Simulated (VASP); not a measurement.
TiN:

```
CELL_PARAMETERS angstrom
0.00000 2.11900 2.11900
2.11900 0.00000 2.11900
2.11900 2.11900 0.00000
ATOMIC_POSITIONS crystal
Ti 0.00000 0.00000 0.00000
N 0.50000 0.50000 0.50000
```

```yaml
Program: VASP 6.6.1
Task: relaxation of cell and atoms
Functional: PBEsol
Potentials_or_basis: VASP PAW PBE potentials, release 64 (Ti_sv, N)
Cutoff: 520 eV
k_mesh: 12 × 12 × 12
Occupations: gaussian, width 0.02 eV
Spin: no spin polarisation
```

At the start: pressure -6.4 GPa; volume 9.51 Å³/atom.

Task: Where does the relaxation end?

Result: Over 6 steps the energy falls by 4.4 meV/atom and the volume is 9.30 Å³/atom (-2.2 %); space group Fm-3m (No. 225, to 0.05 Å).

Step by step:
```
step  energy change (eV)  largest force (eV/Å)  pressure (GPa)  volume (Å³)
   1              0.0000                0.0000           -6.44        19.03
   2              0.0110                0.0000           10.67        17.99
   3             -0.0087                0.0000           -0.06        18.61
   4             -0.0087                0.0000            0.07        18.60
   5             -0.0087                0.0000           -0.08        18.61
   6             -0.0087                0.0000           -0.02        18.60
```

Final structure:
```yaml
crystal:
  lattice:
    - [0.00000, 2.10310, 2.10310]
    - [2.10310, 0.00000, 2.10310]
    - [2.10310, 2.10310, 0.00000]
  atoms:
    - { symbol: Ti, position: [0.00000, 0.00000, 0.00000] }
    - { symbol: N, position: [0.50000, 0.50000, 0.50000] }
```

Caveat: the PAW data sets were made with another functional, which shifts forces and pressure a little.
